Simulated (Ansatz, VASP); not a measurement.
**CdF2 in VASP and in Ansatz**

The input INCAR:

```
SYSTEM = CdF2
ALGO = Normal
EDIFF = 1E-7
ENCUT = 520
GGA = PE
ISIF = 2
ISMEAR = -1
LASPH = .TRUE.
LCHARG = .FALSE.
LREAL = .FALSE.
LWAVE = .FALSE.
NBANDS = 20
NELM = 80
PREC = Accurate
SIGMA = 0.05
```

File KPOINTS:

```
k-points
0
G
  9 9 9
  0 0 0
```

POSCAR

```
CdF2
1.0
    0.0000000000      2.6759189183      2.6759189183
    2.6759189183      0.0000000000      2.6759189183
    2.6759189183      2.6759189183      0.0000000000
Cd F
1 2
Direct
    0.0000000000      0.0000000000      0.0000000000
    0.7500000000      0.7500000000      0.7500000000
    0.2500000000      0.2500000000      0.2500000000
```

File input.yaml:

```yaml
crystal:
  lattice:
    - [0.0, 2.6759189183, 2.6759189183]
    - [2.6759189183, 0.0, 2.6759189183]
    - [2.6759189183, 2.6759189183, 0.0]
  atoms:
    - { symbol: Cd, position: [0.0, 0.0, 0.0] }
    - { symbol: F, position: [0.75, 0.75, 0.75] }
    - { symbol: F, position: [0.25, 0.25, 0.25] }
hamiltonian:
  xc: pbe
  pseudopotentials: { kind: paw }
kpoints:
  mp_grid: { grid: [9, 9, 9] }
scf:
  occupations: { method: fermi_dirac, width: 0.05 }
output:
  forces: true
  stress: true
  eigenvalues: true
```

Change from the starting cell: volume scaled by 0.98.

Alike in both runs: task single point; functional PBE; k mesh 9 × 9 × 9; occupations fermi-dirac, width 0.05 eV; no spin polarisation.

|  | VASP | Ansatz |
| --- | --- | --- |
| version | VASP 6.6.1 | Ansatz 0.2.0 |
| potentials or method | VASP PAW PBE potentials, release 64 (Cd, F) | Ansatz PAW |
| plane-wave cutoff (eV) | 520 | 420 |
| valence electrons in the cell | 26 | 34 |

Ansatz gave:

- gap on the k mesh at the Fermi level (eV): 3.20
- least direct gap on the mesh (eV): 3.65
- pressure (GPa): 8.0

Question: What did VASP give for the same quantities?

Answer: gap on the k mesh at the Fermi level (eV): 3.17; least direct gap on the mesh (eV): 3.61; pressure (GPa): 8.8.

The two sets of potentials don't hold the same shells in valence.

Caveats: an odd mesh through Γ misses points on the zone boundary, where band edges often lie (VASP); odd divisions of the mesh miss points on the zone boundary, where band edges often lie, so the gap on the mesh can be too wide (Ansatz); the pressure holds a Pulay correction of +0.7 GPa for the finite cutoff (Ansatz).
